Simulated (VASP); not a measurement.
Input of a VASP 6.6.1 run:

Contents of INCAR:

```
  PREC = Accurate
  ENCUT = 600
  EDIFF = 1E-6
  ISMEAR = 1
  SIGMA = 0.1
  LREAL = False
  LASPH = True
  NELM = 120
  ALGO = Normal
  ISIF = 3
  LWAVE = False
  LCHARG = False
  GGA = PE
  IVDW = 13
  IBRION = 2
  NSW = 40
  EDIFFG = -0.005
```

File KPOINTS:

```
Automatic mesh
0
Gamma
  18 18 10
```

POSCAR

```
Re
1.0
    2.7600000000      0.0000000000      0.0000000000
   -1.3800000000      2.3902301100      0.0000000000
    0.0000000000      0.0000000000      4.4500000000
Re
2
Direct
    0.3333333300      0.6666666700      0.2500000000
    0.6666666700      0.3333333300      0.7500000000
```

Potentials or basis: VASP PAW PBE potentials, release 64 (Re).

Launch:

```console
$ cat potpaw_PBE.64/Re/POTCAR > POTCAR
$ mpirun -np 1 vasp_std > vasp.out
```

Estimate the dispersion energy per atom.

-0.710 eV.

What does it give for the relaxed cell?

a = 2.757 Å, b = 2.757 Å, c = 4.455 Å, α = 90.00°, β = 90.00°, γ = 120.00°.

Predict the band gap on the k mesh.

none (metal or under the smearing width).

What does it give for the space group after relaxing (to 0.05 Å)?

P6_3/mmc (No. 194).

Final structure:
```xyz
2
Lattice="2.7568 0.0000 0.0000 -1.3784 2.3875 0.0000 0.0000 0.0000 4.4549" Properties=species:S:1:pos:R:3 pbc="T T T"
Re    0.0000    1.5916    1.1137
Re    1.3784    0.7958    3.3412
```

 The run has no spin-orbit coupling, so splittings on Re are missing.
